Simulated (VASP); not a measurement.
Crystal: CrO2.

```xyz
3
Lattice="2.7799 0.0000 0.0000 -1.3899 2.4074 0.0000 0.0000 0.0000 4.4845" Properties=species:S:1:pos:R:3 pbc="T T T"
Cr    0.0000    0.0000    0.0000
O     0.0000    1.6050    1.1301
O     1.3899    0.8025    3.3544
```

Measurements of this composition are mostly on another form, of space group No. 136.

Base run:

| Item | Value |
| --- | --- |
| Program | VASP 6.6.1 |
| Functional | r2SCAN |
| Potentials or basis | VASP PAW PBE potentials, release 64 (Cr_pv, O) |
| Cutoff | 520 eV |
| k mesh | 8 × 8 × 4 |
| Occupations | gaussian, width 0.05 eV |
| Spin | collinear spin, random start |
| Starting moments | [-2.56, 0.0, 0.0] μB |
| Hubbard terms | Cr d U = 7 eV |

Its results: band gap on the k mesh none (metal or under the smearing width); pressure 16.5 GPa; net moment -2.00 μB per cell; site moments Cr -3.08; O +0.47 μB; largest force 0.860 eV/Å.

Q: The run is repeated on the same cell with these changes: hubbard terms from Cr d U = 7 eV to Cr d U = 5 eV; moments at the start from [-2.56, 0.0, 0.0] to [2.72, 0.0, 0.0]. What comes out?

A: Band gap on the k mesh none (metal or under the smearing width); pressure 9.1 GPa; net moment 2.00 μB per cell; site moments Cr +2.95; O -0.41 μB; largest force 1.411 eV/Å.

Caveats: the PAW data sets were made with another functional, which shifts forces and pressure a little; a cell with one magnetic atom can't hold antiferromagnetic order, which such compounds often take.
